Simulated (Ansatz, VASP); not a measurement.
# InSe: VASP beside Ansatz, part 2 of 2

Aim: how closely do two programs agree when they are given the same cell, functional and k mesh? The cell is taken from a series of runs on this material, whose earlier steps may have relaxed, scaled, displaced or heated it; both programs get it as it stands.

VASP 6.6.1 and Ansatz 0.2.0.

So far. Step 2 (VASP: single point, HSE06, spin-orbit coupling): The run ends at a pressure of 1.05 GPa, with forces up to 0.18 eV/Å.

**3. Ansatz: single point, HSE06, spin-orbit coupling**

Level of this step: Ansatz beside VASP: Kohn-Sham DFT, plane waves, HSE06, spin-orbit coupling (Ansatz).

Ansatz runs on its fully relativistic PAW (standard-fr) files.

The same cell, functional, mesh and smearing now go to Ansatz, which takes its cutoff from its data sets.

input.yaml

```yaml
crystal:
  lattice:
    - [2.0, 1.1547005384, 8.44]
    - [-2.0, 1.1547005384, 8.44]
    - [0.0, -2.3094010768, 8.44]
  atoms:
    - { symbol: In, position: [0.0, 0.0, 0.0] }
    - { symbol: In, position: [0.1114, 0.1114, 0.1114] }
    - { symbol: Se, position: [0.6165, 0.6165, 0.6165] }
    - { symbol: Se, position: [0.8281, 0.8281, 0.8281] }
kpoints:
  mp_grid: { grid: [4, 4, 4] }
  band_path:
    path:
      - [0.0, 0.0, 0.0]
      - [-0.5, -0.5, -0.5]
      - [-0.5, -0.17914517, -0.82085483]
      - [-0.17914517, 0.17914517, -0.5]
      - [0.0, 0.0, -0.5]
      - [0.0, 0.33957259, -0.33957259]
      - [-0.33957259, 0.0, -0.66042741]
      - [-0.5, 0.0, -0.5]
    npoints: 1
hamiltonian:
  xc: hse06
scf:
  occupations: { method: fermi_dirac, width: 0.02 }
  n_extra_bands: 10
magnetization:
  noncollinear: true
  spin_orbit: true
output:
  eigenvalues: true
  write_density: true
  write_potential: true
  elf: true
  volumetric_format: npy
```

The run is started by

```sh
ansatz run input.yaml --threads 3 --pin off --max-ram 92160MiB --backend cuda --events-out ev --progress --plain --runs-dir out --devices 1 --max-vram 13GiB
```

Numbers of over 12 decimals in the logs are rounded to 6 here.

The program printed:

```text
basis.fft_grid_basis auto: the FFT boxes are laid along the combinations [[1, -1, 0], [0, 1, 0], [0, -1, 1]] of the cell's own vectors, 4.000, 8.750 and 4.000 Å long. The dense box has 27×60×27 points. Along the cell's own vectors, as sized, it would have 60×60×60, 4.94 times as many. Of the 6 symmetry operations that the crystal satisfies within crystal.symmetry.tolerance (time reversal apart; of a slab, those that  [...]
scf.n_extra_bands = 10 over 58 filled bands (N_el = 58.0): the run solves 68 bands
GPUs: using 1 of 1 available (devices: 1).
Engine: ansatz 0.2.0, x86_64-unknown-linux-gnu
Pseudopotentials: kind: paw_fr
Pseudopotential: In, paw_fr, valence charge 13, recommended cutoff 420 eV (normal), In.paw.azcp#standard-fr
Pseudopotential: Se, paw_fr, valence charge 16, recommended cutoff 420 eV (normal), Se.paw.azcp#standard-fr
Functional definition: HSE06
  parameter a = 0.25
  parameter omega = 0.11/bohr
  exchange = pbe_x - a*pbe_x_sr(omega) + a*exact_x_sr(omega)
  correlation = pbe_c
non-collinear run that drives no moment, with spin-orbit: no starting moment large enough to seed its density (crystal.atoms[].spin), no starting occupations that ask for one, no magnetisation constraint and no magnetic field, so the semilocal B_xc is pinned to zero
device memory: the entry about to start is reckoned to put 4.3 GiB on a device that reports 46.4 GiB free (of which the cap on the GPU budget leaves the run 13.0 GiB)
GPU FFT provider: cuFFT
GPU libraries: cuBLAS 13.8.2, cuFFT 12.4.0, cuSOLVER 12.3.4
Crystal: 4 atoms, lattice volume = 116.948 Å³
Basis set: ecut = 420 eV, 2309 PW (Γ), FFT grids on a1−a2, a2, −a2+a3
Bands: 68, of which v1, the nominal top of the filled ones, is band 58 counted from 1 (57 counted from 0)
Symmetry: 6 space group operations + 6 with time reversal
Magnetic group: BNS 160.66 (UNI 1296), of the structure as read, at distance tolerance 4.9e-5 Å
k-points: 13 of 64 (time reversal used)
Projection manifold: j_resolved (fully-relativistic pseudo-atomic orbitals)
Non-local potential: In, projectors of the file, l = 0: 2, l = 1: 4, l = 2: 4, l = 3: 4
Non-local potential: Se, projectors of the file, l = 0: 2, l = 1: 4, l = 2: 6, l = 3: 2
PAW form: soft (Blöchl's): semilocal exchange-correlation on the pseudo side does not see the compensation charge
PAW frozen core: In, regenerated for the run's functional, and the local potential with it (the file was generated under x = pbe(κ = 0.804, μ = 0.219515), c = pbe(β = 0.066725))
PAW frozen core: Se, regenerated for the run's functional, and the local potential with it (the file was generated under x = pbe(κ = 0.804, μ = 0.219515), c = pbe(β = 0.066725))
PAW one-centre angular grid: In, 590 points (default); XC on 96 Gauss nodes
PAW one-centre angular grid: Se, 590 points (default); XC on 193 of its mesh's 2701 points in the sphere
Initial density: superposition of atomic densities (chi_scale 0.1, normalization cell, long waves kept (reshape's long-wave potential 0.71 eV rms))
Initial wavefunctions: pseudopotential atomic-orbital guess
GPU buffer pool allocated for 43740 grid points (all kernels)
GPU transforms: local potential and band sums: pruned to the plane-wave sphere, on 27×60×27
Functional: x = pbe(κ = 0.804, μ = 0.219515), c = pbe(β = 0.066725), warm-up for x = pbe(κ = 0.804, μ = 0.219515) + 0.25 (exact − pbe) at short range (hse, ω = 0.207870 Å⁻¹), c = pbe(β = 0.066725); HSE06 as pw.x's `hse` composes it (authors' and Libxc's form: `xc: wpbeh`)
SCF iter   1: F=—  HF=-22142.444456 eV  |F-HF|=—  |Δ(HF+E_count)|=         —  Δρ=5.02e-2  dr2=1.42e1  dr2_m=0.00e0 (ungated)  ethr=1.00e-1  |M|=0.00e0 ∫|m|=0.00e0 μB  |m|>n=0.0e0 m-floor=0.0e0 τ_xc=0.0e0  β_m=0.30  ⟨swp⟩=4.5  Hψ=3074  notcnv=0
preconditioner: auto → none  [insulator: Δε(μ)=0.192 eV  Ē_g=14.214 eV  σ=0.020 eV  W_gap=0.98  n_scr=30 (ndim 8)  ℏωp=21.2 eV  f_vac=0.030  D(μ)=0.02/eV (n_scr^D=0)]
SCF iter   2: F=—  HF=-22140.803213 eV  |F-HF|=—  |Δ(HF+E_count)|=    1.64e0  Δρ=2.87e-2  dr2=3.96e0  dr2_m=0.00e0 (ungated)  ethr=2.45e-2  |M|=0.00e0 ∫|m|=0.00e0 μB  |m|>n=0.0e0 m-floor=0.0e0 τ_xc=0.0e0  β_m=0.25  ⟨swp⟩=4.5  Hψ=2257  notcnv=0  defer=1
[...]
Initial wavefunctions: those handed on with the density
GPU buffer pool allocated for 43740 grid points (all kernels)
GPU transforms: local potential and band sums: pruned to the plane-wave sphere, on 27×60×27
Functional: x = pbe(κ = 0.804, μ = 0.219515) + 0.25 (exact − pbe) at short range (hse, ω = 0.207870 Å⁻¹), c = pbe(β = 0.066725); HSE06 as pw.x's `hse` composes it (authors' and Libxc's form: `xc: wpbeh`)
Exchange kernel: α = 0.2500, screened, ω = 0.2079 Å⁻¹, Wigner–Seitz truncation, v(0) = 1035.9031 eV·Å³, q-mesh 4×4×4, nearest image of the exchange supercell L = 16.00 Å, pair-density grid 24×60×24, without the augmentation charges, whose exchange is taken in its separable form by FFT convolution over the k-point mesh (the finest that the files' search goes to), smooth part of the exact exchange by density-matrix convolution in up to 6.40 GiB of GPU memory as planned if the GPU has room (build and FFT work areas not counted)
Frozen-core exchange: fock
SCF iter   1: F=—  HF=-22141.382872 eV  |F-HF|=—  |Δ(HF+E_count)|=         —  Δρ=5.22e-3  dr2=3.65e-2  dr2_m=0.00e0 (ungated)  ethr=2.33e-8  |M|=0.00e0 ∫|m|=0.00e0 μB  |m|>n=0.0e0 m-floor=0.0e0 τ_xc=0.0e0  β_m=0.30  ⟨swp⟩=12.7  Hψ=5649  notcnv=0
preconditioner: auto → none  [insulator: Δε(μ)=1.086 eV  Ē_g=15.514 eV  σ=0.020 eV  W_gap=1.00  n_scr=30 (ndim 8)  ℏωp=21.2 eV  f_vac=0.084  D(μ)=0.00/eV (n_scr^D=0)]
SCF iter   2: F=—  HF=-22141.370077 eV  |F-HF|=—  |Δ(HF+E_count)|=   1.28e-2  Δρ=2.69e-3  dr2=5.75e-3  dr2_m=0.00e0 (ungated)  ethr=2.33e-8  |M|=0.00e0 ∫|m|=0.00e0 μB  |m|>n=0.0e0 m-floor=0.0e0 τ_xc=0.0e0  β_m=0.47  ⟨swp⟩=6.2  Hψ=4370  notcnv=0
SCF iter   3: F=—  HF=-22141.382784 eV  |F-HF|=—  |Δ(HF+E_count)|=   1.27e-2  Δρ=1.26e-3  dr2=1.11e-3  dr2_m=0.00e0 (ungated)  ethr=2.33e-8  |M|=0.00e0 ∫|m|=0.00e0 μB  |m|>n=0.0e0 m-floor=0.0e0 τ_xc=0.0e0  β_m=0.47  ⟨swp⟩=6.0  Hψ=4169  notcnv=0
SCF iter   4: F=—  HF=-22141.382659 eV  |F-HF|=—  |Δ(HF+E_count)|=   1.25e-4  Δρ=3.98e-4  dr2=1.27e-4  dr2_m=0.00e0 (ungated)  ethr=2.33e-8  |M|=0.00e0 ∫|m|=0.00e0 μB  |m|>n=0.0e0 m-floor=0.0e0 τ_xc=0.0e0  β_m=0.62  ⟨swp⟩=5.0  Hψ=3112  notcnv=0
SCF iter   5: F=-22141.382930 eV  HF=-22141.382939 eV  |F-HF|=8.76e-6  |Δ(HF+E_count)|=   2.79e-4  Δρ=9.34e-5  dr2=1.53e-5  dr2_m=0.00e0 (ungated)  ethr=2.33e-8  |M|=0.00e0 ∫|m|=0.00e0 μB  |m|>n=0.0e0 m-floor=0.0e0 τ_xc=0.0e0  ⟨swp⟩=5.1  Hψ=3071  notcnv=0
SCF 2 stopped early in 5 iterations: F = -22141.382930 eV  dr2 = 1.53e-5
hybrid outer 1: dexx = +1.708e-2 eV, tail = 1.31e-4 eV
GPU FFT provider: cuFFT
GPU libraries: cuBLAS 13.8.2, cuFFT 12.4.0, cuSOLVER 12.3.4
Projection manifold: j_resolved (fully-relativistic pseudo-atomic orbitals)
GPU buffer pool allocated for 43740 grid points (all kernels)
GPU transforms: local potential and band sums: pruned to the plane-wave sphere, on 27×60×27
Exchange kernel: α = 0.2500, screened, ω = 0.2079 Å⁻¹, Wigner–Seitz truncation, v(0) = 1035.9031 eV·Å³, q-mesh 4×4×4, nearest image of the exchange supercell L = 16.00 Å, pair-density grid 24×60×24, without the augmentation charges, whose exchange is taken in its separable form by FFT convolution over the k-point mesh (the finest that the files' search goes to), smooth part of the exact exchange by density-matrix convolution in up to 6.40 GiB of GPU memory as planned if the GPU has room (build and FFT work areas not counted)
Frozen-core exchange: fock
SCF iter   1: F=—  HF=-22141.383050 eV  |F-HF|=—  |Δ(HF+E_count)|=         —  Δρ=4.88e-5  dr2=2.06e-6  dr2_m=0.00e0 (ungated)  ethr=1.13e-6  |M|=0.00e0 ∫|m|=0.00e0 μB  |m|>n=0.0e0 m-floor=0.0e0 τ_xc=0.0e0  β_m=0.30  ⟨swp⟩=4.2  Hψ=1925  notcnv=0
preconditioner: auto → none  [insulator: Δε(μ)=1.153 eV  Ē_g=15.501 eV  σ=0.020 eV  W_gap=1.00  n_scr=30 (ndim 8)  ℏωp=21.2 eV  f_vac=0.085  D(μ)=0.00/eV (n_scr^D=0)]
SCF iter   2: F=—  HF=-22141.383052 eV  |F-HF|=—  |Δ(HF+E_count)|=   2.24e-6  Δρ=3.70e-5  dr2=9.81e-7  dr2_m=0.00e0 (ungated)  ethr=3.26e-9  |M|=0.00e0 ∫|m|=0.00e0 μB  |m|>n=0.0e0 m-floor=0.0e0 τ_xc=0.0e0  β_m=0.38  ⟨swp⟩=4.1  Hψ=2912  notcnv=0
SCF iter   3: F=—  HF=-22141.383052 eV  |F-HF|=—  |Δ(HF+E_count)|=   2.05e-7  Δρ=1.75e-5  dr2=2.98e-7  dr2_m=0.00e0 (ungated)  ethr=1.40e-9  |M|=0.00e0 ∫|m|=0.00e0 μB  |m|>n=0.0e0 m-floor=0.0e0 τ_xc=0.0e0  β_m=0.49  ⟨swp⟩=3.0  Hψ=1675  notcnv=0
SCF iter   4: F=—  HF=-22141.383053 eV  |F-HF|=—  |Δ(HF+E_count)|=   1.08e-6  Δρ=1.03e-5  dr2=1.55e-7  dr2_m=0.00e0 (ungated)  ethr=2.40e-10  |M|=0.00e0 ∫|m|=0.00e0 μB  |m|>n=0.0e0 m-floor=0.0e0 τ_xc=0.0e0  β_m=0.49  ⟨swp⟩=5.7  Hψ=2555  notcnv=0  defer=2
iter 5 solved again at ethr=8.85e-12 eV; its pass at ethr=2.40e-10 eV (dr2=5.13e-9 eV) is discarded
SCF iter   5: F=-22141.383053 eV  HF=-22141.383053 eV  |F-HF|=4.46e-9  |Δ(HF+E_count)|=   4.76e-8  Δρ=1.79e-6  dr2=7.12e-9  dr2_m=0.00e0 (ungated)  ethr=8.85e-12  |M|=0.00e0 ∫|m|=0.00e0 μB  |m|>n=0.0e0 m-floor=0.0e0 τ_xc=0.0e0  ⟨swp⟩=4.0  Hψ=4135  notcnv=0
SCF 3 converged in 5 iterations: F = -22141.383053 eV  dr2 = 7.12e-9
hybrid outer 2: dexx = +1.320e-6 eV, tail = 5.58e-8 eV, Δε = 4.67e-3 eV (about 1.86e-4 eV left of the loop's levels)
device memory: the entry about to start is reckoned to put 1.5 GiB on a device that reports 48.6 GiB free (of which the cap on the GPU budget leaves the run 13.0 GiB)
NSCF: frozen V_eff on 8 k-points
hybrid SCF converged: 2 outer / 10 inner (+10 warm-up), last move |dexx| = 1.32e-6 eV, tail = 5.58e-8 eV
Magnetization: |M| = 0.0000 μB,  M = (+0.0000, +0.0000, +0.0000) μB
Absolute magnetization: 0.0000 μB (∫|m|)
  site 0: m = (+0.0000, +0.0000, +0.0000) μB, |m| = 0.0000 μB  (R = 1.09 Å)
  site 1: m = (+0.0000, +0.0000, +0.0000) μB, |m| = 0.0000 μB  (R = 1.09 Å)
  site 2: m = (+0.0000, +0.0000, +0.0000) μB, |m| = 0.0000 μB  (R = 1.09 Å)
  site 3: m = (+0.0000, +0.0000, +0.0000) μB, |m| = 0.0000 μB  (R = 1.09 Å)
Free energy (F): -22141.383053 eV
Frozen-core exchange: fock
Harris-Foulkes:  -22141.383053 eV  (|F-HF|=4.46e-9)
Internal energy: -22141.383053 eV  (E = F + TS)
E sigma→0 (E₀):  -22141.383053 eV
Fermi energy:    7.481141 eV
--- Per-component energies (eV) ---
  E_band       = -1056.096535
  E_kinetic    = 722.662992
  E_local      = -7920.318264  (includes V_loc(G=0)·N_el)
  E_nonlocal   = -457.291963
  E_hartree    = 3655.877551
  E_xc         = -509.000007
  E_vxc        = -315.571274  (∫ρ·V_xc dr)
  E_exx        = -201.200809  (= α·E_x^exact, valence–valence)
  E_paw        = -12066.798213  (= ΣΔE_a)
  E_vpaw       = 5.066477  (= ΣTr[D̂ρ^β])
  E_aug_tail   = -0.001161  (compensation charges beyond the density's cutoff)
  E_ewald      = -5364.203816
  E_core_change = -1.109364  (= ΣΔE_core)
  E_smearing   = -0.000000  (= −TS)
  E_closure    = -0.000000  (closes the sum)
  Σ components = -22141.383053   (vs F -22141.383053, Δ=-3.64e-12)
--- Band table (eV; the first three rows and the last of 13) ---
  k-point 0: bands = [... 54 lower, 5.5768, 5.5768, 5.6792, 5.6792, 9.3229, 9.3229, 9.7346, 9.7346, ... 6 higher]
  k-point 1: bands = [... 54 lower, 4.9486, 4.9610, 5.8023, 5.8123, 9.5802, 9.5891, 9.8514, 9.8541, ... 6 higher]
  k-point 2: bands = [... 54 lower, 4.4572, 4.4572, 5.1016, 5.1016, 8.6806, 8.6806, 9.5963, 9.5963, ... 6 higher]
  k-point 12: bands = [... 54 lower, 5.7593, 5.7593, 6.9045, 6.9045, 8.0578, 8.0578, 9.8193, 9.8193, ... 6 higher]
```

Reading the cycles: dr2 is the Hartree energy of the density residual (eV), the measure of convergence; HF is the Harris–Foulkes estimate of the energy, which meets the free energy F at convergence.

**4. Comparison**

Known differences besides the potentials themselves: spin-orbit coupling enters by fully relativistic files in Ansatz and inside the spheres in VASP; exact exchange at q = 0 is treated differently, which shows on coarse meshes; VASP keeps PBE cores, Ansatz makes them for the functional; the data sets hold 58 valence electrons in Ansatz (on its fully relativistic PAW (standard-fr) files) and 38 in VASP; the cutoff is 420 eV in Ansatz and 400 eV in VASP; VASP takes a coarser grid for exact exchange (PRECFOCK = Fast). Total energies have different zeros and are not compared.

Compared:

| quantity | Ansatz | VASP | difference |
| --- | --- | --- | --- |
| gap on the k mesh (eV) | 1.153 | 1.144 | +0.009 |

A gap on the mesh is an upper bound, since the band edges may lie between its points.

**5. What came out**

```
difference in gap on the k mesh (single point, HSE06, spin-orbit coupling) : 0.0091 eV
```

In words: The difference in gap on the k mesh is 0.0091 eV (single point, HSE06, spin-orbit coupling), within the 0.08 eV picked in this series as the mark of a large difference. The data sets hold unlike numbers of valence electrons (58 in Ansatz and 38 in VASP), so part of the differences may come from the potentials. Such differences can come from data sets, numerical settings and the points named under the comparisons, not from the functional's error against experiment.

[Lines on the potential files, build, host, timing and source positions are cut from VASP's logs without a mark.]

[Logs are printed without paths, hosts, clocks, repeated set-up lines and the standing remarks that a program may print on its own settings, such as how far it seeks lower states.]

[Hosts, paths, dates, database ids (printed as entryN), source tags and the programs' standing remarks are cut or masked in the printed files.]
